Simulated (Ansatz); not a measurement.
# CO2: O vacancy

What does an O vacancy cost in CO2, and how do its neighbours move? It is set in a cell of 48 host atoms, in the charges +2, +1, 0.

Method: DFT PBE+D3(BJ), scalar-relativistic, plane waves, PAW, in Ansatz 0.2.0.

5 further runs of the same task are left out: 5 set aside as unsound or not needed.

### Step 1. The structure to begin with

Symmetry: Cmce, No. 64, orthorhombic system. Conventional cell: a = 5.591 Å, b = 5.027 Å, c = 6.743 Å, α = 90.00°, β = 90.00°, γ = 90.00°. C (site symmetry 2/m) is surrounded by 2 O at 1.17 Å. O (site symmetry m) is surrounded by 1 C at 1.17 Å.

Structure file:

```cif
data_structure
_symmetry_space_group_name_H-M 'P 1'
_symmetry_Int_Tables_number 1
_cell_length_a 3.7593
_cell_length_b 3.7593
_cell_length_c 6.7430
_cell_angle_alpha 90.000
_cell_angle_beta 90.000
_cell_angle_gamma 83.914
_cell_volume 94.76
loop_
_atom_site_label
_atom_site_type_symbol
_atom_site_fract_x
_atom_site_fract_y
_atom_site_fract_z
_atom_site_occupancy
C1 C 0.00000 0.00000 0.00000 1
C2 C 0.50000 0.50000 0.50000 1
O1 O 0.81328 0.18672 0.89662 1
O2 O 0.18672 0.81328 0.10338 1
O3 O 0.68672 0.31328 0.39662 1
O4 O 0.31328 0.68672 0.60338 1
```

It goes back to an entry of the Materials Project, which need not be the stable form.

It is the result of an earlier relaxation at this level (volume 15.79 Å³/atom; gap on the mesh: 6.53 eV).

The host's static dielectric tensor, from an earlier linear-response run, has a mean of 2.05.

The perfect supercell (rows 2 -2 0; 0 -2 -1; 2 0 -1 in vectors of this cell) was computed beforehand with the same settings: E(σ→0) = -22161.4784 eV for 48 atoms, gap 6.53 eV on its own mesh.

### Step 2. Setting up the defect

The atom at (0.605, 0.302, 0.802) of the supercell is taken out. The other atoms start on their ideal sites. Its neighbours are 1 C at 1.17 Å.

### Step 3. Relaxing the defect, charge 0

File input.yaml:

```yaml
crystal:
  lattice:
    - [0.0, -10.0533635848, 0.0]
    - [-5.5911398134, -5.0266817924, -6.7430433132]
    - [5.5911398134, -5.0266817924, -6.7430433132]
  atoms:
    - { symbol: C, position: [0.0, 0.0, 0.0] }
    - { symbol: C, position: [0.25, 0.75, 0.25] }
    - { symbol: C, position: [0.0, 0.5, 0.5] }
    - { symbol: C, position: [0.5, 0.0, 0.0] }
    - { symbol: C, position: [0.75, 0.75, 0.25] }
    - { symbol: C, position: [0.5, 0.5, 0.5] }
    - { symbol: C, position: [0.25, 0.25, 0.75] }
    - { symbol: C, position: [0.75, 0.25, 0.75] }
    - { symbol: C, position: [0.25, 0.5, 1.0] }
    - { symbol: C, position: [0.5, 0.25, 0.25] }
    - { symbol: C, position: [0.25, 1.0, 0.5] }
    - { symbol: C, position: [0.75, 0.5, 1.0] }
    - { symbol: C, position: [0.0, 0.25, 0.25] }
    - { symbol: C, position: [0.75, 1.0, 0.5] }
    - { symbol: C, position: [0.5, 0.75, 0.75] }
    - { symbol: C, position: [0.0, 0.75, 0.75] }
    - { symbol: O, position: [0.8549481311, 0.0516906479, 0.0516906479] }
    - { symbol: O, position: [0.6049481311, 0.8016906479, 0.3016906479] }
    - { symbol: O, position: [0.1049481311, 0.3016906479, 0.8016906479] }
    - { symbol: O, position: [0.3549481311, 0.0516906479, 0.0516906479] }
    - { symbol: O, position: [0.1049481311, 0.8016906479, 0.301690648] }
    - { symbol: O, position: [0.8549481311, 0.5516906479, 0.5516906479] }
    - { symbol: O, position: [0.3549481311, 0.5516906479, 0.5516906479] }
    - { symbol: O, position: [0.8950518689, 0.698309352, 0.198309352] }
    - { symbol: O, position: [0.1450518689, 0.448309352, 0.448309352] }
    - { symbol: O, position: [0.8950518689, 0.198309352, 0.698309352] }
    - { symbol: O, position: [0.3950518689, 0.698309352, 0.198309352] }
    - { symbol: O, position: [0.6450518689, 0.448309352, 0.448309352] }
    - { symbol: O, position: [0.3950518689, 0.1983093521, 0.698309352] }
    - { symbol: O, position: [0.1450518689, 0.9483093521, 0.948309352] }
    - { symbol: O, position: [0.6450518689, 0.9483093521, 0.948309352] }
    - { symbol: O, position: [0.291670573, 0.5516906479, 0.0516906479] }
    - { symbol: O, position: [0.541670573, 0.3016906479, 0.3016906479] }
    - { symbol: O, position: [0.291670573, 0.0516906479, 0.5516906479] }
    - { symbol: O, position: [0.791670573, 0.5516906479, 0.0516906479] }
    - { symbol: O, position: [0.041670573, 0.3016906479, 0.3016906479] }
    - { symbol: O, position: [0.791670573, 0.051690648, 0.5516906479] }
    - { symbol: O, position: [0.541670573, 0.801690648, 0.8016906479] }
    - { symbol: O, position: [0.041670573, 0.801690648, 0.8016906479] }
    - { symbol: O, position: [0.208329427, 0.448309352, 0.948309352] }
    - { symbol: O, position: [0.458329427, 0.198309352, 0.198309352] }
    - { symbol: O, position: [0.208329427, 0.948309352, 0.448309352] }
    - { symbol: O, position: [0.708329427, 0.448309352, 0.948309352] }
    - { symbol: O, position: [0.958329427, 0.198309352, 0.198309352] }
    - { symbol: O, position: [0.708329427, 0.948309352, 0.448309352] }
    - { symbol: O, position: [0.458329427, 0.698309352, 0.698309352] }
    - { symbol: O, position: [0.958329427, 0.698309352, 0.698309352] }
  host:
    lattice:
      - [2.7955699067, -2.5133408962, 0.0]
      - [2.7955699067, 2.5133408962, 0.0]
      - [0.0, 0.0, 6.7430433132]
    atoms:
      - { symbol: C, position: [0.0, 0.0, 0.0] }
      - { symbol: C, position: [0.5, 0.5, 0.5] }
      - { symbol: O, position: [0.8132775581, 0.1867224419, 0.8966187041] }
      - { symbol: O, position: [0.1867224419, 0.8132775581, 0.1033812959] }
      - { symbol: O, position: [0.6867224419, 0.3132775581, 0.3966187041] }
      - { symbol: O, position: [0.3132775581, 0.6867224419, 0.6033812959] }
basis:
  ecutwfc: 420
  xc_grid: 2
kpoints:
  mp_grid: { grid: [2, 2, 2], shift: [0.0, 0.0, 0.0] }
hamiltonian:
  xc: pbe
  dispersion: d3bj
scf:
  occupations: { method: gaussian, width: 0.01 }
output:
  forces: true
  stress: false
  eigenvalues: true
  charged_corrections:
    defect_position: [0.60494813, 0.30169065, 0.80169065]
    epsilon: [[1.7655, 0.0, 0.0], [0.0, 2.3049, 0.0], [0.0, 0.0, 2.0937]]
  write_density: true
  write_potential: true
  elf: true
  volumetric_format: npy
relax:
  adjacent_minimum: "off"
  f_tol: 0.025
  max_steps: 45
```

Command:

```sh
ansatz run input.yaml --threads 4 --pin off --max-ram 6144MiB --backend cpu --events-out ev --progress --plain --runs-dir out
```

Further runs follow: charge state +1; charge +1, second spin start; charge state +2.

Q: Predict the outcome of this session. Wanted: formation energy, neutral; nearest atoms after relaxation, one image of each, neutral.

The runs gave:

```
                                                  quantity                         value
                                 formation energy, neutral                       3.42 eV
nearest atoms after relaxation, one image of each, neutral  1 C at 0.75 Å, 1 O at 1.89 Å
                        level (+1/0) above the valence top    -0.73 eV (outside the gap)
```

Forming the neutral defect takes 3.42 eV with the elements as reservoirs. With elemental O as the reservoir this is the highest cost; O-poor conditions lower it. Spin polarisation was off in the neutral run, so a moment could not show there. Among the charges computed the stable one is 0 at the valence top and stays so across the gap of 6.53 eV. In charge +1 the extra carrier would gain by moving to a band edge of the host at this level and cell size; a small cell and a semilocal functional both favour that, so a real bound level isn't ruled out. The alignment term, up to 0.63 eV here, is marked as doubtful by the program in a cell of this size. Levels are placed in the host's Kohn-Sham gap, which is usually too small at this level and squeezes them. A cell of 48 sites leaves finite-size errors of tenths of an eV, or more where the defect fills or empties host bands. A distortion of lower symmetry was not tried.
